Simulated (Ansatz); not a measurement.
Cu Kα1 powder pattern (kinematic, no thermal factors).
2θ (°) (relative intensity): 19.19 (2), 21.06 (4), 25.12 (2), 28.96 (51), 29.15 (100), 30.75 (2), 31.81 (3), 35.14 (2), 41.56 (76), 41.70 (38), 46.29 (1), 47.17 (1), 51.57 (40), 53.38 (1), 60.02 (6), 60.45 (12), 68.10 (17), 68.40 (17), 68.50 (17), 75.74 (13), 76.03 (25)

The pattern is computed from a structure relaxed with Ansatz 0.2.0, DFT PBE, scalar-relativistic, plane waves, PAW. No spin polarisation. Its elements are Cd, Hg, Te.

**Question.** Give the structure.

**Answer.** Cd₂HgTe₃.
Space group I4/mmm (No. 139). a = 4.328 Å, b = 4.328 Å, c = 18.482 Å, α = 90.00°, β = 90.00°, γ = 90.00°
| atom | site | symmetry | x | y | z |
| --- | --- | --- | --- | --- | --- |
| Cd | 4e | 4mm | 0.5000 | 0.5000 | 0.1668 |
| Hg | 2a | 4/mmm | 0.0000 | 0.0000 | 0.0000 |
| Te | 4e | 4mm | 0.0000 | 0.0000 | 0.1698 |
| Te | 2b | 4/mmm | 0.5000 | 0.5000 | 0.0000 |

A pattern alone doesn't exclude other cells with like lines; this is the one computed.

Another cell of Cd2HgTe3 relaxed alike, in I-4m2, lies 168 meV/atom lower, so this cell isn't the stable form at this level.

The cell was found from a structure generator's guess, not taken from experiment.
